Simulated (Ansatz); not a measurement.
Runs of Ansatz 0.2.0 on TaS2. Symmetry: P-3m1, No. 164, trigonal system. The conventional cell has a = 3.350 Å, b = 3.350 Å, c = 5.860 Å, α = 90.00°, β = 90.00°, γ = 120.00°. Around Ta (site symmetry -3m) lie 6 S at 2.43 Å. Around S (site symmetry 3m) lie 3 Ta at 2.43 Å. 

| potentials or basis | cutoff (eV) | basis error allowed | pressure (GPa) | largest force (eV/Å) |
| --- | --- | --- | --- | --- |
| all-electron PAW datasets made for the crystal | 420 | - | 4.4 | 0.99 |
| all-electron LAPW, scalar-relativistic | 258 | 0.002 eV/atom | 4.4 | 0.99 |
| all-electron LAPW, inner shells corrected to Dirac's equation | 258 | 0.002 eV/atom | 4.4 | 0.99 |
| all-electron LAPW, non-relativistic | 256 | 0.002 eV/atom | 9.0 | (a) |

Alike in all rows: task band structure; level PBEsol; no spin polarisation; cell as given; k mesh 9 × 9 × 5; smearing fermi-dirac 0.05 eV.

Task: Fill in the values left out.

Result: (a) 1.60.

Caveats: this functional lacks dispersion, which binds the layers, so the pressure and a relaxed spacing across them are unreliable; relativity is left out, which matters for the heavier elements (some runs); forces of over 1 eV/Å show positions far from the minimum, so gaps and moduli don't describe the material at rest (some runs).

The runs don't all hold the same shells in valence.
